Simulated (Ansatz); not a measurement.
All numbers below come from DFT r2SCAN, scalar-relativistic, plane waves, PAW (Ansatz). Settings: cutoff 500 eV, Γ-centred meshes no coarser than 0.19 Å⁻¹ for metals and 0.3 Å⁻¹ for insulators (2π included), Gaussian smearing.

All energies are static (0 K, no zero-point motion). The comparison covers the computed candidates alone. The k mesh leaves about 4 meV/atom of noise in metals. Spin–orbit coupling is left out. No run is spin-polarised.

4 distinct structures were compared, and 2 of them are shown here.

(1) Which of these relaxed structures of TaSi2 is the lowest in energy?
A.

```
Ta Si
1.0
     4.77997    0.00000    0.00000
    -2.38998    4.13957    0.00000
     0.00000    0.00000    6.55476
Ta Si
3 6
Direct
  0.50000 0.00000 0.00000
  0.50000 0.50000 0.66667
  0.00000 0.50000 0.33333
  0.15827 0.31655 0.00000
  0.84173 0.15827 0.66667
  0.68346 0.84173 0.33333
  0.84173 0.68346 0.00000
  0.15827 0.84173 0.66667
  0.31655 0.15827 0.33333
```

B.

```
Ta Si
1.0
    -2.34959    2.34959    3.75881
     2.34959   -2.34959    3.75881
     2.34959    2.34959   -3.75881
Ta Si
2 4
Direct
  0.50000 0.50000 0.00000
  0.25000 0.75000 0.50000
  0.37500 0.12500 0.25000
  0.87500 0.12500 0.25000
  0.87500 0.12500 0.75000
  0.87500 0.62500 0.75000
```

Answers

(1) A. The P6_422 (No. 181) one; the other lies 564 meV/atom higher.